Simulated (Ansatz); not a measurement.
Write the native input for Ansatz 0.2.0 that does the following.

| Item | Value |
| --- | --- |
| Task | band structure |
| Functional | LDA |
| Potentials or basis | Ansatz PAW |
| Cutoff | 420 eV (not typed: the program's choice for these potentials) |
| k mesh | 6 × 6 × 6 |
| Occupations | fermi-dirac, width 0.05 eV |
| Spin | no spin polarisation |
| Path | [["G", "X", "W", "K", "G", "L", "U", "W", "L", "K"], ["U", "X"]] |
| Points for each segment of the path | 14 |

The system is W.

```
CELL_PARAMETERS angstrom
0.00000 2.03000 2.03000
2.03000 0.00000 2.03000
2.03000 2.03000 0.00000
ATOMIC_POSITIONS crystal
W 0.00000 0.00000 0.00000
```

This isn't the form of W at room conditions, which is bcc.

These files were run (other wordings do the same):

input.yaml

```yaml
crystal:
  lattice:
    - [0.0, 2.03, 2.03]
    - [2.03, 0.0, 2.03]
    - [2.03, 2.03, 0.0]
  atoms:
    - { symbol: W, position: [0.0, 0.0, 0.0] }
hamiltonian:
  xc: lda
  pseudopotentials: { kind: paw }
kpoints:
  mp_grid: { grid: [6, 6, 6] }
  band_path:
    path:
      - [[0.0, 0.0, 0.0], [0.5, 0.0, 0.5], [0.5, 0.25, 0.75], [0.375, 0.375, 0.75], [0.0, 0.0, 0.0], [0.5, 0.5, 0.5], [0.625, 0.25, 0.625], [0.5, 0.25, 0.75], [0.5, 0.5, 0.5], [0.375, 0.375, 0.75]]
      - [[0.625, 0.25, 0.625], [0.5, 0.0, 0.5]]
    npoints: 14
scf:
  occupations: { method: fermi_dirac, width: 0.05 }
  n_extra_bands: 6
output:
  forces: true
  stress: true
  eigenvalues: true
  fatbands: true
```

Potentials or basis: Ansatz PAW.

Launch:

```bash
$ ansatz run input.yaml --threads 2 --pin off --max-ram 5632MiB --backend cpu --events-out ev --progress --plain --runs-dir out
```

Results of the run:

```json
{
 "Pressure": "-17.9 GPa",
 "Band gap on the k mesh": "none (metal or under the smearing width)"
}
```

Caveat: the k mesh is coarse (spacing up to 0.45 Å⁻¹), so the values aren't converged; spin-orbit coupling is left out, which moves the levels of the heavy elements; the PAW data sets come from PBE, with cores solved anew for the run's functional, which leaves a small shift of forces and pressure.

Run time: 0.95 s on 2 threads of Arm Neoverse V1 (shared host), peak memory 0.25 GiB.
